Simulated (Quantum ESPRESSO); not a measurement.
Runs of Quantum ESPRESSO 7.5 on BaTe. The structure is cubic, space group Fm-3m (No. 225). Conventional cell: a = 6.820 Å, b = 6.820 Å, c = 6.820 Å, α = 90.00°, β = 90.00°, γ = 90.00°. Ba (site symmetry m-3m) is surrounded by 6 Te at 3.41 Å. Te (site symmetry m-3m) is surrounded by 6 Ba at 3.41 Å. 

```csv
level,potentials or basis,form of the LDA correlation,pressure (GPa)
BLYP,PseudoDojo 0.4.1 SR PBE standard,-,6.2
AM05,PseudoDojo 0.4.1 SR PBE standard,-,2.7
LDA,PseudoDojo 0.4.1 SR LDA standard,PW92,(a)
WC,PseudoDojo 0.4.1 SR PBE standard,-,2.1
PBEsol,PseudoDojo 0.4.1 SR PBEsol standard,-,2.1
```

Alike in all rows: task dielectric tensor; no spin polarisation; cell as given; k mesh 4 × 4 × 4, shifted; cutoff (eV) 1088; smearing fermi-dirac 0.05 eV.

Q: Fill in the values left out.

A: (a) 0.9.

Caveats: this release of the barium file is off; the potentials were made for another functional, which shifts forces and pressure (some runs); the cell is more than 3 GPa from zero pressure, which shifts response properties (some runs).

Runs at the PBE level aren't shown here.
